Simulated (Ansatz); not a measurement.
# GaAs: the cost of one run

Program: Ansatz 0.2.0. Level of theory: DFT PBEsol, scalar-relativistic, plane waves, PAW. These are calculated values, not measurements.

4 further runs of the same task are left out: 4 set aside as unsound or not needed. Runs told in other sessions of the task aren't counted.

### 1 Starting point

The cell holds 32 atoms (As16Ga15Zr): a = 9.800 Å, b = 9.800 Å, c = 9.800 Å, α = 109.47°, β = 109.47°, γ = 109.47°.

The coordinates of this cell stand in the input of its own run.

The host was relaxed before at PBEsol: a = 5.658 Å, b = 5.658 Å, c = 5.658 Å, α = 90.00°, β = 90.00°, γ = 90.00° (conventional cell), 22.639 Å³/atom.

Places, in fractions of the supercell: Zr in place of Ga at (0.250, 0.500, 0.250). The start keeps the symmetry of the ideal site.

### 2 Band edges of the host over the zone

input.yaml reads:

```yaml
crystal:
  lattice:
    - [0.0, 2.8289295164, 2.8289295164]
    - [2.8289295164, 0.0, 2.8289295164]
    - [2.8289295164, 2.8289295164, 0.0]
  atoms:
    - { symbol: Ga, position: [0.0, 0.0, 0.0] }
    - { symbol: As, position: [0.25, 0.25, 0.25] }
basis:
  ecutwfc: 420
  xc_grid: 2
kpoints:
  mp_grid: { grid: [10, 10, 10] }
  band_path: { path: [VBM, CBM], npoints: 2 }
hamiltonian:
  xc: pbesol
scf:
  occupations: { method: gaussian, width: 0.02 }
output:
  forces: true
  stress: true
  eigenvalues: true
```

Command:

```bash
ansatz run input.yaml --threads 8 --pin off --max-ram 16384MiB --backend cpu --events-out ev --progress --plain --runs-dir out
```

Q: Estimate wall time and peak memory on 8 threads of Arm Neoverse V1, shared host.

About 1.5 s, with a peak of 0.41 GiB.
